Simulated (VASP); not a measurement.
Input of a VASP 6.6.1 run:

INCAR

```
  ALGO = Fast
  EDIFF = 1E-6
  ENCUT = 520
  GGA = PE
  ISIF = 2
  ISMEAR = 0
  LASPH = T
  LCHARG = F
  LREAL = F
  LWAVE = F
  NBANDS = 20
  NELM = 100
  PREC = Accurate
  SIGMA = 0.02
```

KPOINTS

```
k-points
0
Gamma
  12 12 2
```

File POSCAR:

```
WS2
1.0
    3.1835163552      0.0000000000      0.0000000000
   -1.5917581776      2.7570060369      0.0000000000
    0.0000000000      0.0000000000     16.9505778900
W S
1 2
Direct
    0.3333333300      0.6666666700      0.0000000000
    0.6938700925      0.3877401750      0.9079994900
    0.6666666700      0.3333333300      0.0920005100
```

Potentials or basis: VASP PAW PBE potentials, release 64 (W_sv, S).

Command:

```sh
$ cat potpaw_PBE.64/W_sv/POTCAR potpaw_PBE.64/S/POTCAR > POTCAR
$ mpirun -np 1 vasp_std > vasp.out
```

Question: Estimate the band gap on the k mesh.

Answer: 1.78 eV, direct.

Question: Predict the largest force.

Answer: 1.496 eV/Å.

Forces in eV/Å, atoms in the order of the input:
```
W    0.000  1.477  0.238
S    0.000 -1.397 -0.510
S    0.000 -0.080  0.272
```

Caveat: spin-orbit coupling is left out, which moves the levels of the heavy elements.
